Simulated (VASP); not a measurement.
These are r2SCAN meta-GGA, VASP's PBE PAW potentials (set 64) (plane waves; VASP 6.6.1) values and carry that method's errors.

Gaps are without spin-orbit coupling.

| Property | Result |
|---|---|
| volume per atom | 10.42 Å³/atom |
| band gap (over mesh and band path) | 3.93 eV |
| smallest direct gap (over mesh and band path) | 4.89 eV |

Question: Which relaxed crystal gives these values?
A. AlN, F-43m (216)
B. SiC, F-43m (216)
C. ZrO2, P4_2/nmc (137)
D. Se, R-3 (148)

Answer: A, AlN, F-43m (216)
